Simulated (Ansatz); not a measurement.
Carrier properties of AlSb under load (space group F-43m)

Here is the system:

```
AlSb
1.0
    0.00000     3.12911     3.12911
    3.12911     0.00000     3.12911
    3.12911     3.12911     0.00000
Al Sb
1 1
Direct
  0.00000   0.00000   0.00000
  0.75000   0.75000   0.75000
```

All values below come from r2SCAN with spin-orbit coupling, rigid bands (plane waves, PAW; Ansatz, a program for electronic structure). Condition of this run: hydrostatic pressure -2 GPa (the target of the relaxation). How the cell was made: cell and atoms relaxed with r2SCAN, then loaded as said.

```
Property                                                                                                                                                       Value
---------------------------------------------------------------------------------------------------------------------------------------  ---------------------------
band gap                                                                                                                                                     1.35 eV
electron conductivity mass (300 K, dilute)                                                                                                                   0.31 mₑ
hole conductivity mass (300 K, dilute)                                                                                                                       0.40 mₑ
effective density of states N_c (300 K)                                                                                                                  4.7e19 cm⁻³
effective density of states N_v (300 K)                                                                                                                  1.3e19 cm⁻³
density-of-states mass, electrons                                                                                                                            1.53 mₑ
density-of-states mass, holes                                                                                                                                0.64 mₑ
Seebeck coefficient, n-type 1e19 cm⁻³, 300 K                                                                                                               -361 μV/K
best n-type power factor at 300 K for τ = 10 fs (best axis; densities from 1e16 to 1e21 cm⁻³ tried, whether or not they can be reached)   29 μW/(cm·K²) at 3e20 cm⁻³
Seebeck coefficient, p-type 1e19 cm⁻³, 300 K                                                                                                                243 μV/K
best p-type power factor at 300 K for τ = 10 fs (best axis; densities from 1e16 to 1e21 cm⁻³ tried, whether or not they can be reached)  5.2 μW/(cm·K²) at 1e20 cm⁻³
```

Rigid bands; masses and Seebeck coefficients take one relaxation time τ for all states and one kind of carrier; polarons and phonon drag are left out.
